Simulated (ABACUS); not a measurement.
The system is InP.

```
CELL_PARAMETERS angstrom
0.00000 2.93050 2.93050
2.93050 0.00000 2.93050
2.93050 2.93050 0.00000
ATOMIC_POSITIONS crystal
In 0.00000 0.00000 0.00000
P 0.75000 0.75000 0.75000
```

Base run:

| Quantity | Value |
| --- | --- |
| Program | ABACUS 3.10.1 |
| Functional | TASK |
| Potentials or basis | SG15 ONCV 1.2 PBE |
| Cutoff | 1116 eV |
| Density cutoff | 4463 eV |
| Basis | plane waves |
| k mesh | 5 × 5 × 5 |
| Occupations | fermi-dirac, width 0.05 eV |
| Spin | no spin polarisation |

Its results: band gap on the k mesh 0.10 eV, direct; pressure 158.3 GPa.

Problem. The run is repeated on the same cell with these changes: functional from TASK to TM. What comes out?

Solution. Band gap on the k mesh 0.82 eV, direct; pressure 0.8 GPa.

Caveats: the potentials were made for another functional, which shifts forces and pressure; spin-orbit coupling is left out, which moves the levels of the heavy elements; a pressure of tens of GPa on the cell as given is suspect, and the run, the potentials or the cell itself is likely at fault (some runs).

